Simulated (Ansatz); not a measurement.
Layered crystal of WS2, relaxed:

```
W S
1.0
     1.57853    0.91136    6.03892
    -1.57853    0.91136    6.03892
     0.00000   -1.82273    6.03892
W S
1 2
Direct
  0.99934 0.99934 0.99934
  0.75279 0.75279 0.75279
  0.57917 0.57917 0.57917
```

Method: Ansatz, DFT PBE+D3(BJ), scalar-relativistic, plane waves, PAW. Settings: cutoff 420 eV, Γ-centred mesh 12×12×12 on the computed 3-atom cell, Gaussian smearing of 0.02 eV; no spin polarisation.

**Question.** What does it cost to take out one layer and relax it free-standing?

**Answer.** 34.8 meV/Å² (100 meV/atom). The layer's area changes by +0.2 %. The gap on the mesh goes from 0.91 eV to 1.92 eV. The layer is isolated along c and computed on a 12×12×1 mesh.

Gaps are read on the k meshes alone.

Spin-orbit coupling is left out, which matters for the bands of heavy elements.

The reference crystal is a form of WS2, which isn't its usual structure.